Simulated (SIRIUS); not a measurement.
# Ag in SIRIUS: the effect of strain

Ag:

```xyz
1
Lattice="0.0000 2.0427 1.9610 2.0427 0.0000 1.9610 2.0427 2.0427 0.0000" Properties=species:S:1:pos:R:3 pbc="T T T"
Ag    0.0000    0.0000    0.0000
```

The cell isn't the ideal one: strain = -0.04 (zz).

Alike in all runs:

| Item | Value |
| --- | --- |
| Program | SIRIUS 7.10.0 |
| Task | single point |
| Functional | PBE |
| Potentials or basis | PseudoDojo 0.4.1 PBE standard (scalar relativistic) |
| Cutoff | 1127 eV |
| Density cutoff | 4507 eV |
| k mesh | 11 × 11 × 11 |
| Occupations | fermi-dirac, width 0.05 eV |
| Spin | no spin polarisation |
| Strain kind | zz |
| Libxc names | ["XC_GGA_X_PBE", "XC_GGA_C_PBE"] |
| Energy tol | 1e-08 Ha |
| Density tol | 1e-06 |
| Mixer | anderson |
| Mixing beta | 0.7 |
| Max scf | 100 |

```csv
strain,pressure (GPa)
-4 % (zz),9.7
-2 % (zz),6.8
-1 % (zz),?
+0 % (zz),4.3
+1 % (zz),3.1
+2 % (zz),2.1
+4 % (zz),0.3
```

Question: What does the run with strain -1 % (zz) give?

Answer: Pressure 5.5 GPa.
